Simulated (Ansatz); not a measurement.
Se on a Zn site in ZnSe

These are results of Ansatz, DFT PBE, scalar-relativistic, plane waves, PAW, not measurements. Settings: 420 eV cutoff, 2×2×2 k-mesh, shifted by half a step, Gaussian smearing of 0.01 eV, collinear spin in charge +1 alone.

Host crystal, relaxed:

```xyz
2
Lattice="0.0000 2.8659 2.8659 2.8659 0.0000 2.8659 2.8659 2.8659 0.0000" Properties=species:S:1:pos:R:3 pbc="T T T"
Zn    0.0000    0.0000    0.0000
Se    4.2988    4.2988    4.2988
```

Supercell of 32 atoms, rows in host cell vectors: -1 -1 3; 3 -1 -1; -1 3 -1. Atoms relax at the host's cell from a start displaced at random by 0.05 Å near the defect, so other minima may exist. The cell is small, so energies carry finite-size errors of tenths of an eV. The host's Kohn–Sham gap is 1.15 eV.

Defect: Se on a Zn site at (0.000, 0.000, 0.000) of the host cell, charge 0.

(1) Give the relaxed supercell.

Results:

(1)
```xyz
32
Lattice="5.7318 5.7318 -5.7318 -5.7318 5.7318 5.7318 5.7318 -5.7318 5.7318" Properties=species:S:1:pos:R:3 pbc="T T T"
Se    0.4762    5.2518   -0.4732
Zn   -0.0778    2.8507    2.9498
Zn   -0.0004   -0.0065    5.7309
Zn    2.8671    2.8610    5.8596
Zn    5.6544    2.9436    2.8570
Zn   -2.8644    5.8535    2.8671
Zn   -2.8547    2.9437    5.8117
Zn    5.7353   -0.0072    0.0031
Zn    2.8772    5.8056    2.9495
Zn    5.7329   -2.9104    2.8282
Zn    0.0030   -0.0034   -0.0008
Zn    2.9065    2.8215    0.0011
Zn    5.6064    2.8608   -2.8646
Zn    2.7847    0.0738    2.8570
Zn    2.7842   -2.8810    5.8120
Zn    2.9064    5.7266   -2.9034
Se    4.2790    1.4492    7.1871
Se   -1.4744    4.3442    4.3150
Se   -1.4549    1.4116    7.1492
Se    1.3999    4.3280    7.1910
Se    4.2570    4.3087    4.3502
Se    1.4000    1.4524   10.0662
Se    1.3838   -1.4229    1.4771
Se    4.3169    1.4113    1.4573
Se    7.1157    1.4706   -1.4169
Se    4.1401   -1.5696    4.1688
Se   -1.4154    1.4510    1.4176
Se    1.5657    4.1620    1.5939
Se    4.2757    4.3280   -1.3973
Se    1.4194    1.4709    4.3502
Se    1.4192   -1.3873    7.2087
Se    1.5657    7.3196   -1.5631
```
Around the defect: 3 Se at 2.58 Å. The run ended with a moment of 0.00 μB (no spin polarisation).